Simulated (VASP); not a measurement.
# Bi₂Te₃: self-consistent run

Bi₂Te₃, R-3m (no. 166), 5 atoms in the cell. Slater-PW92; PAW potentials Bi_d, Te (PBE set).

## Input

INCAR:
```
PREC     = Accurate       # precision mode
ENCUT    = 520            # plane-wave cutoff, eV
EDIFF    = 1E-7           # SCF threshold, eV
ISMEAR   = 0              # smearing method
SIGMA    = 0.02           # smearing width, eV
LREAL    = F              # projectors in reciprocal space
LASPH    = T              # aspherical terms in the spheres
ALGO     = Normal         # electronic algorithm
NELM     = 100            # most SCF steps
ISIF     = 2              # what is computed and relaxed
LWAVE    = F              # write WAVECAR
LCHARG   = F              # write CHGCAR
GGA      = PW92           # functional
GGA_COMPAT= F             
```

KPOINTS:
```
k-points
0
Gamma
  6 6 6
```

POSCAR:
```
Bi2Te3
1.0
    2.1930000000      1.2661291403     10.1656666667
   -2.1930000000      1.2661291403     10.1656666667
    0.0000000000     -2.5322582807     10.1656666667
Bi Te
2 3
Direct
    0.6000000000      0.6000000000      0.6000000000
    0.4000000000      0.4000000000      0.4000000000
    0.7905000000      0.7905000000      0.7905000000
    0.2095000000      0.2095000000      0.2095000000
    0.0000000000      0.0000000000      0.0000000000
```

Commands:
```
cat potpaw_PBE.64/Bi_d/POTCAR potpaw_PBE.64/Te/POTCAR > POTCAR
mpirun -np 1 vasp_std > vasp.out
```

## Result

- Pressure (GPa): -1.54
- Gap on the mesh (eV): 0.198
- Fermi level (eV): 6.035

Levels at the zone centre (eV from the valence top there):

| 1 | 2 | 3 |
|---|---|---|
| -0.848 | 0.000 | 0.198 |

The largest force is 0.137 eV/A.

VASP 6.6.1 took 389 s on 1 core (Intel Xeon 6975P-C (Granite Rapids)), a shared host.
